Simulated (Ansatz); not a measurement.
BaS (CsCl type): gap against strain (epitaxial in the xy plane)

BaS, CsCl type, relaxed with r2SCAN in Ansatz, then strained (epitaxial in the xy plane; changes of length per length, axes as in the cell below) with the atoms relaxed again within the symmetry that is left. The symmetry is Pm-3m (No. 221, cubic); conventional cell a = 3.834 Å, 28.17 Å³ an atom. Ba has 8 S at 3.32 Å; S has 8 Ba at 3.32 Å. These are computed values for a spin-unpolarised cell that may be hypothetical; none is a measurement.

```yaml
crystal:
  lattice:
    - [3.83376, 0.00000, 0.00000]
    - [0.00000, 3.83376, 0.00000]
    - [0.00000, 0.00000, 3.83376]
  atoms:
    - { symbol: Ba, position: [0.00000, 0.00000, 0.00000] }
    - { symbol: S, position: [0.50000, 0.50000, 0.50000] }
```

Gaps are the least over each mesh (PBE 6×6×6, r2SCAN 6×6×6, HSE06 4×4×4 when unstrained) and the special points, which keep their unstrained names; stress is the change from the unstrained cell, compression positive.

```csv
strain (%),free normal strain (%),"gap, PBE (eV)","gap, r2SCAN (eV)","gap, HSE06 (eV)","edges, HSE06","in-plane stress, r2SCAN (GPa)","energy rise, r2SCAN (meV/atom)"
-5.46,+1.55,1.110,1.475,1.972,M → Γ,+8.78,78.2
-2.92,+0.71,1.358,1.720,2.235,M → Γ,+4.34,21.7
-2.86,+0.69,1.363,1.725,2.240,M → Γ,+4.24,20.8
0.0,0.00,1.564,1.926,2.453,M → Γ,0.00,0.0
```

Question: Estimate the row for a strain of -4.94 %.

Answer:
```csv
strain (%),free normal strain (%),"gap, PBE (eV)","gap, r2SCAN (eV)","gap, HSE06 (eV)","edges, HSE06","in-plane stress, r2SCAN (GPa)","energy rise, r2SCAN (meV/atom)"
-4.94,+1.36,1.166,1.530,2.031,M → Γ,+7.82,63.6
```

Spin-orbit coupling is left out.

The meshes of the hybrids are coarse, so their gaps aren't converged to the digits shown.
